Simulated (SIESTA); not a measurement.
BAs, 2 atoms in the cell. The structure is cubic, space group F-43m (No. 216). Conventional cell: a = 4.777 Å, b = 4.777 Å, c = 4.777 Å, α = 90.00°, β = 90.00°, γ = 90.00°. As (site symmetry -43m) has 4 B at 2.07 Å as nearest neighbours. B (site symmetry -43m) is surrounded by 4 As at 2.07 Å. 

| Property | Result |
| --- | --- |
| Program | SIESTA 5.4.2 |
| Task | band structure |
| Functional | PBE |
| Potentials or basis | PseudoDojo 0.4 stringent (PBE files) |
| Basis | DZP (energy shift 0.003 Ry; two zetas on semicore shells) |
| Grid cutoff | 500 Ry |
| Energy shift | 0.003 Ry |
| k mesh | 10 × 10 × 10 |
| Occupations | fermi-dirac, width 0.05 eV |
| Spin | no spin polarisation |

Potentials or basis: PseudoDojo 0.4 stringent (PBE files), DZP (energy shift 0.003 Ry; two zetas on semicore shells).

Run with:

```sh
$ siesta BAs.fdf > BAs.out 2>&1
```

Hardware: 1 thread of AMD EPYC 7R43 64-Core Processor (Zen 3), on a shared host.

Question: How long does it take, and how much memory?

Answer: Run time: 72 s on 1 thread of AMD EPYC 7R43 64-Core Processor (Zen 3), with other jobs on the host, peak memory 0.26 GiB. Counts: scf iterations 10, k points 560, bands 44.
